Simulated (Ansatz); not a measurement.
# BN: the cost of one run

Program: Ansatz 0.2.0. Level of theory: DFT LDA, scalar-relativistic, plane waves, PAW. These are calculated values, not measurements.

19 further runs of the same task are left out: 19 set aside as unsound or not needed.

## Step 1: The starting structure

The structure is hexagonal, space group P6_3mc (No. 186). The conventional cell has a = 2.523 Å, b = 2.523 Å, c = 4.175 Å, α = 90.00°, β = 90.00°, γ = 120.00°. Around B (site symmetry 3m) lie 4 N at 1.55 to 1.56 Å. N (site symmetry 3m) has 4 B at 1.55 to 1.56 Å as nearest neighbours.

Coordinates:

```
CELL_PARAMETERS angstrom
2.52333 0.00000 0.00000
-1.26166 2.18527 0.00000
0.00000 0.00000 4.17522
ATOMIC_POSITIONS crystal
B 0.66667 0.33333 0.99971
B 0.33333 0.66667 0.49971
N 0.66667 0.33333 0.62529
N 0.33333 0.66667 0.12529
```

It goes back to an entry of the Materials Project, which need not be the stable form.

It is the result of an earlier relaxation at this level (volume 5.76 Å³/atom; gap on the mesh: 4.93 eV).

## Step 2: Plan of the line

The energy is mapped over two homogeneous strains (x along [1 0 0], y along [1 2 0], z along [0 0 1] of the conventional cell).

First coordinate, strain +e along x and -e along y: 7 values from −7.00 %. Second coordinate, strain +e along z and -e/2 along x and y: 7 values from −4.00 %.

Relaxed at each point: the atoms inside the fixed cell. Energies count from the relaxed crystal. Points are written as (first, second).

## Step 3: Point (−7.00 %, −4.00 %)

Contents of input.yaml:

```yaml
crystal:
  lattice:
    - [2.3971610565, 0.0, 0.0]
    - [-1.1985805283, 2.3819395635, 0.0]
    - [0.0, 0.0, 4.0082064349]
  atoms:
    - { symbol: B, position: [0.6666666667, 0.3333333333, 0.999708731] }
    - { symbol: B, position: [0.3333333333, 0.6666666667, 0.499708731] }
    - { symbol: "N", position: [0.6666666667, 0.3333333333, 0.625291269] }
    - { symbol: "N", position: [0.3333333333, 0.6666666667, 0.125291269] }
basis:
  ecutwfc: 520.0
kpoints:
  mp_grid: { grid: [12, 12, 6] }
hamiltonian:
  xc: lda
  pseudopotentials: { kind: paw }
scf:
  occupations: { method: gaussian, width: 0.05 }
output:
  forces: true
  stress: true
  eigenvalues: true
relax:
  adjacent_minimum: "off"
  f_tol: 0.01
  max_steps: 30
```

On the command line:

```console
ansatz run input.yaml --threads 1 --pin off --max-ram 2048MiB --backend cpu --events-out ev --progress --plain --runs-dir out
```

Q: Estimate wall time and peak memory on 1 thread of Arm Neoverse N1, shared host.

About 44 s, with a peak of 0.35 GiB.
